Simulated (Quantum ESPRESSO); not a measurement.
HfN:

```
CELL_PARAMETERS angstrom
0.00000 2.45482 2.45482
2.45482 0.00000 2.45482
2.45482 2.45482 0.00000
ATOMIC_POSITIONS crystal
Hf 0.00000 0.00000 0.00000
N 0.25000 0.25000 0.25000
```

The cell comes from a database or a generator and needn't be the stable form of this composition.

Base run:

```yaml
Program: Quantum ESPRESSO 7.5
Functional: PBEsol
Potentials_or_basis: GBRV 1.5 PBEsol
Cutoff: 612 eV
Density_cutoff: 4898 eV
k_mesh: 9 × 9 × 9
Occupations: fermi-dirac, width 0.05 eV
Spin: no spin polarisation
Hubbard_terms: Hf d U = 3 eV
```

Its results: band gap on the k mesh none (metal or under the smearing width); pressure -0.3 GPa.

The run is repeated on the same cell with these changes: hubbard terms from Hf d U = 3 eV to none. What comes out?

Band gap on the k mesh none (metal or under the smearing width); pressure -5.1 GPa.

Caveats: U without spin polarisation on a metal has little footing (some runs).

Not every run made on this cell is shown here.
